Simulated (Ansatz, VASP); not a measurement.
# One calculation of V, two programs

The input INCAR:

```
SYSTEM = V
PREC = Accurate ; ENCUT = 520
EDIFF = 1E-6 ; ISMEAR = -1
SIGMA = 0.1 ; LREAL = .FALSE.
LASPH = .TRUE. ; NELM = 60
ALGO = Normal ; ISIF = 2
LWAVE = .FALSE. ; LCHARG = .FALSE.
GGA = CA ; NBANDS = 12
```

Contents of KPOINTS:

```
regular mesh
0
G
  7 7 7
  0 0 0
```

File POSCAR:

```
V
1.0
   -1.4636513664      1.4636513664      1.4636513664
    1.4636513664     -1.4636513664      1.4636513664
    1.4636513664      1.4636513664     -1.4636513664
V
1
Direct
    0.0000000000      0.0000000000      0.0000000000
```

Input for Ansatz:

```yaml
crystal:
  lattice:
    - [-1.4636513664, 1.4636513664, 1.4636513664]
    - [1.4636513664, -1.4636513664, 1.4636513664]
    - [1.4636513664, 1.4636513664, -1.4636513664]
  atoms:
    - { symbol: V, position: [0.0, 0.0, 0.0] }
hamiltonian:
  xc: lda
  pseudopotentials:
    kind: paw
    azcp:
      V: "pseudopotentials/V.paw.azcp"
basis:
  ecutwfc: 420
  fft_grid_basis: typed
kpoints:
  mp_grid: { grid: [7, 7, 7], shift: [0, 0, 0] }
magnetization:
  spin_polarized: false
scf:
  occupations: { method: fermi_dirac, width: 0.1 }
  lower_state_search: "off"
output:
  stress: true
```

Alike in both runs: task single point; functional LDA; k mesh 7 × 7 × 7; occupations fermi-dirac, width 0.1 eV; no spin polarisation.

|  | VASP | Ansatz |
| --- | --- | --- |
| version | VASP 6.6.1 | Ansatz 0.2.0 |
| potentials or method | VASP PAW LDA potentials, release 64 (V_sv) | plane waves (420 eV) with PAW, scalar-relativistic |
| plane-wave cutoff (eV) | 520 | 420 |
| valence electrons in the cell | 13 | 13 |

```csv
,VASP,Ansatz,Ansatz less VASP
pressure (GPa),1.6,1.0,-0.54
```

Ansatz warned: «pseudo_functional_mismatch».

Caveats: the k mesh is coarse (spacing up to 0.43 Å⁻¹), so the values aren't converged.
